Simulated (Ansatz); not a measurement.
HfO2:

```xyz
12
Lattice="5.5564 0.0000 0.0000 0.0000 3.3336 0.0000 0.0000 0.0000 6.5050" Properties=species:S:1:pos:R:3 pbc="T T T"
Hf    4.1600    2.5002    3.9542
Hf    1.3964    0.8334    2.5508
Hf    1.3818    2.5002    5.8033
Hf    4.1746    0.8334    0.7017
O     3.5533    0.8334    2.7542
O     2.0031    2.5002    3.7508
O     0.7751    0.8334    0.4983
O     4.7813    2.5002    6.0067
O     2.8937    0.8334    5.4736
O     2.6627    2.5002    1.0313
O     0.1155    0.8334    4.2838
O     5.4409    2.5002    2.2212
```

Measurements of this composition are mostly on another form, of space group No. 14.

| Quantity | Value |
| --- | --- |
| Program | Ansatz 0.2.0 |
| Task | relaxation of cell and atoms |
| Functional | revPBE |
| Potentials or basis | Ansatz PAW |
| Cutoff | 420 eV (not typed: the program's choice for these potentials) |
| k mesh | 5 × 8 × 4 |
| Occupations | fermi-dirac, width 0.05 eV |
| Spin | no spin polarisation |

At the start: volume 10.04 Å³/atom.

Question: Where does the relaxation end?

Answer: It ends after 9 steps and the volume is 10.37 Å³/atom (+3.3 %); space group Pnma (No. 62, to 0.05 Å).

The path:
| step | energy change (eV) | largest force (eV/Å) | volume (Å³) |
| --- | --- | --- | --- |
| 1 | 0.0000 | 0.0921 | 120.49 |
| 2 | -0.0451 | 0.1735 | 124.69 |
| 3 | -0.0554 | 0.1259 | 123.92 |
| 4 | -0.0577 | 0.0486 | 123.86 |
| 5 | -0.0588 | 0.0209 | 124.12 |
| 6 | -0.0585 | 0.0036 | 124.19 |
| 7 | -0.0816 | 0.0036 | 124.19 |
| 8 | -0.0807 | 0.0013 | 124.41 |
| 9 | -0.0816 | 0.0013 | 124.41 |

Final structure:
```cif
data_structure
_symmetry_space_group_name_H-M 'P 1'
_symmetry_Int_Tables_number 1
_cell_length_a 5.5915
_cell_length_b 3.3802
_cell_length_c 6.5825
_cell_angle_alpha 90.000
_cell_angle_beta 90.000
_cell_angle_gamma 90.000
_cell_volume 124.41
loop_
_atom_site_label
_atom_site_type_symbol
_atom_site_fract_x
_atom_site_fract_y
_atom_site_fract_z
_atom_site_occupancy
Hf1 Hf 0.75100 0.75000 0.60469 1
Hf2 Hf 0.24900 0.25000 0.39531 1
Hf3 Hf 0.25100 0.75000 0.89531 1
Hf4 Hf 0.74900 0.25000 0.10469 1
O1 O 0.63851 0.25000 0.42108 1
O2 O 0.36149 0.75000 0.57892 1
O3 O 0.13851 0.25000 0.07892 1
O4 O 0.86149 0.75000 0.92108 1
O5 O 0.51755 0.25000 0.84349 1
O6 O 0.48245 0.75000 0.15651 1
O7 O 0.01755 0.25000 0.65651 1
O8 O 0.98245 0.75000 0.34349 1
```

Caveat: the plane-wave basis is chosen anew once the cell has moved, so the energies of steps on either side of that aren't comparable; the pressure holds a Pulay correction of +0.8 GPa for the finite cutoff; the PAW data sets come from PBE, with cores solved anew for the run's functional, which leaves a small shift of forces and pressure.
